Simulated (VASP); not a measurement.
Crystal: C.

```xyz
8
Lattice="2.5221 0.0000 0.0000 -1.2611 2.1842 0.0000 0.0000 0.0000 8.2371" Properties=species:S:1:pos:R:3 pbc="T T T"
C     1.2611    0.7281    6.9501
C     0.0000    1.4561    2.8315
C     1.2611    0.7281    5.4056
C     0.0000    1.4561    1.2870
C     0.0000    0.0000    7.4649
C     0.0000    0.0000    3.3463
C     0.0000    0.0000    4.8908
C     0.0000    0.0000    0.7722
```

This is a hexagonal form of diamond, not graphite.

* Program: VASP 6.6.1
* Task: relaxation of cell and atoms
* Functional: PBEsol
* Dispersion: D4
* Potentials or basis: VASP PAW PBE potentials, release 64 (C)
* Cutoff: 600 eV
* k mesh: 12 × 12 × 4
* Occupations: fermi-dirac, width 0.05 eV
* Spin: no spin polarisation

At the start: pressure -6.9 GPa; volume 5.67 Å³/atom.

Task: How do energy, volume and symmetry change on relaxing?

Result: Over 6 steps the energy falls by 4.4 meV/atom and the volume is 5.58 Å³/atom (-1.6 %); space group P6_3/mmc (No. 194, to 0.05 Å).

The path:
| step | energy change (eV) | largest force (eV/Å) | pressure (GPa) | volume (Å³) |
| --- | --- | --- | --- | --- |
| 1 | 0.0000 | 0.3300 | -6.93 | 45.38 |
| 2 | 0.0263 | 0.5500 | 9.76 | 43.78 |
| 3 | -0.0353 | 0.0622 | -0.20 | 44.68 |
| 4 | -0.0353 | 0.0705 | -0.05 | 44.67 |
| 5 | -0.0352 | 0.0799 | 0.36 | 44.62 |
| 6 | -0.0355 | 0.0164 | 0.14 | 44.65 |

Final structure:
```
C
1.0
     2.50016    0.00000    0.00000
    -1.25008    2.16520    0.00000
     0.00000    0.00000    8.24782
C
8
Cartesian
  1.2501 0.7217 6.9648
  0.0000 1.4435 2.8409
  1.2501 0.7217 5.4069
  0.0000 1.4435 1.2830
  -1.2501 2.1652 7.4814
  0.0000 0.0000 3.3575
  2.5002 0.0000 4.8903
  2.5002 0.0000 0.7664
```

Caveat: the PAW data sets were made with another functional, which shifts forces and pressure a little.
